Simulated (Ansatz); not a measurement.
Crystal: ZnS.

```
Zn S
1.0
     0.00000    2.70200    2.70200
     2.70200    0.00000    2.70200
     2.70200    2.70200    0.00000
Zn S
1 1
Direct
  0.75000 0.75000 0.75000
  0.00000 0.00000 0.00000
```

| Item | Value |
| --- | --- |
| Program | Ansatz 0.2.0 |
| Task | relaxation of cell and atoms |
| Functional | revPBE |
| Dispersion | D4 |
| Potentials or basis | all-electron LAPW, scalar-relativistic |
| Basis error allowed | 0.001 eV/atom |
| k mesh | 9 × 9 × 9 |
| Occupations | fermi-dirac, width 0.05 eV |
| Spin | no spin polarisation |

At the start: volume 19.73 Å³/atom.

Task: Where does the relaxation end?

Result: Over 4 steps the energy falls by 3.1 meV/atom and the volume is 19.21 Å³/atom (-2.6 %); space group F-43m (No. 216, to 0.05 Å).

Step by step:
```csv
step,energy change (eV),largest force (eV/Å),volume (Å³)
1,0.0000,0.0000,39.45
2,-0.0049,0.0000,38.88
3,-0.0061,0.0000,38.42
4,-0.0061,0.0000,38.42
```

Final structure:
```cif
data_structure
_symmetry_space_group_name_H-M 'P 1'
_symmetry_Int_Tables_number 1
_cell_length_a 3.7875
_cell_length_b 3.7875
_cell_length_c 3.7875
_cell_angle_alpha 60.000
_cell_angle_beta 60.000
_cell_angle_gamma 60.000
_cell_volume 38.42
loop_
_atom_site_label
_atom_site_type_symbol
_atom_site_fract_x
_atom_site_fract_y
_atom_site_fract_z
_atom_site_occupancy
Zn1 Zn 0.75000 0.75000 0.75000 1
S1 S 0.00000 0.00000 0.00000 1
```
